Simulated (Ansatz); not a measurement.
The calculation used Ansatz, DFT PBE, scalar-relativistic, plane waves, PAW. Settings: cutoff 420 eV, Γ-centred meshes spaced at most about 0.3 Å⁻¹, and about 0.25 Å⁻¹ or finer for metals (2π included), Gaussian smearing. No spin polarisation in the final relaxations.

All energies are static (0 K, no zero-point motion). All come from trial cells, and lower structures may exist.

**Question.** Order these relaxed structures of In by energy, lowest first, with the energy over the lowest of them.
A.

Space group P4/mbm (No. 127). a = 7.808 Å, b = 7.808 Å, c = 3.098 Å, α = 90.00°, β = 90.00°, γ = 90.00°
| atom | site | symmetry | x | y | z |
| --- | --- | --- | --- | --- | --- |
| In | 4g | m.2m | 0.1374 | 0.3626 | 0.0000 |
| In | 2a | 4/m.. | 0.0000 | 0.0000 | 0.0000 |

B.

Space group P6/mmm (No. 191). a = 9.758 Å, b = 9.758 Å, c = 3.203 Å, α = 90.00°, β = 90.00°, γ = 120.00°
```csv
atom,site,symmetry,x,y,z
In,6m,mm2,0.8246,0.1754,0.5000
In,2c,-6m2,0.3333,0.6667,0.0000
```

**Answer.** B (0 meV/atom), A (33 meV/atom). Forms: B P6/mmm; A P4/mbm. Counting all near atoms (those within 1.25 times the shortest distance at each site; a slash parts the counts of unlike sites): B has In 6/8; A has In 5/6.

Cells relaxed within their symmetry can be saddle points. The part of the Crystallography Open Database at hand lists In in space group No. 139, which no cell shown has. Some candidate types were left out of the draw beforehand, so a known form may be missing.
